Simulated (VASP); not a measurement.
Wanted: the native input for a VASP 6.6.1 run.

```
Task                   : relaxation of cell and atoms
Functional             : RPBE
Potentials or basis    : VASP PAW PBE potentials, release 64 (C, O)
Cutoff                 : 600 eV
k mesh                 : 12 × 12 × 12
Occupations            : gaussian, width 0.03 eV
Spin                   : no spin polarisation
Further INCAR settings : ALGO = Normal; EDIFF = 1e-07; IBRION = 2; EDIFFG = -0.005; NSW = 90; ISIF = 3
```

The structure of CO2 lies in POSCAR:

```
CO2                                     
1.0
   -2.0066705479      2.0066705479      3.0178848051
    2.0066705479     -2.0066705479      3.0178848051
    2.0066705479      2.0066705479     -3.0178848051
  C               O             
     2     4
Direct
     0.0000000000000000    0.0000000000000000    0.0000000000000000
     0.7500000000000000    0.2500000000000000    0.5000000000000000
     0.3750000000000000    0.2867894138107174    0.4117894138107174
     0.7132105861892827    0.1250000000000000    0.0882105861892826
     0.8750000000000000    0.9632105861892827    0.5882105861892827
     0.0367894138107174    0.6250000000000000    0.9117894138107173
```

The input as run:

INCAR

```
  PREC = Accurate
  ENCUT = 600
  EDIFF = 1E-7
  ISMEAR = 0
  SIGMA = 0.03
  LREAL = F
  LASPH = T
  NELM = 80
  ALGO = Normal
  ISIF = 3
  LWAVE = F
  LCHARG = F
  GGA = RP
  IBRION = 2
  NSW = 90
  EDIFFG = -0.005
  KPAR = 2
```

KPOINTS

```
Automatic mesh
0
Gamma
  12 12 12
```

Potentials or basis: VASP PAW PBE potentials, release 64 (C, O).

Run with:

```bash
$ cat potpaw_PBE.64/C/POTCAR potpaw_PBE.64/O/POTCAR > POTCAR
$ mpirun -np 2 vasp_std > vasp.out
```

It gave:

```
Relaxed volume                         : 8.09 Å³/atom
Relaxed cell                           : a = 4.140 Å, b = 4.140 Å, c = 4.140 Å, α = 122.02°, β = 122.02°, γ = 86.53°
Space group after relaxing (to 0.05 Å) : I-42d (No. 122)
Energy gained by relaxing              : 0.0 meV/atom
Ionic steps                            : 4
Pressure after relaxing                : 0.0 GPa
Largest force after relaxing           : 0.003 eV/Å
Band gap on the k mesh                 : 7.66 eV, indirect (least direct gap 8.02 eV)
```

Caveat: the PAW data sets were made with another functional, which shifts forces and pressure a little.

Wall time 5.7 min on 2 MPI ranks on Intel(R) Xeon(R) Platinum 8175M CPU @ 2.50GHz (Skylake/Cascade Lake) (shared host), peak memory 0.29 GiB a rank.
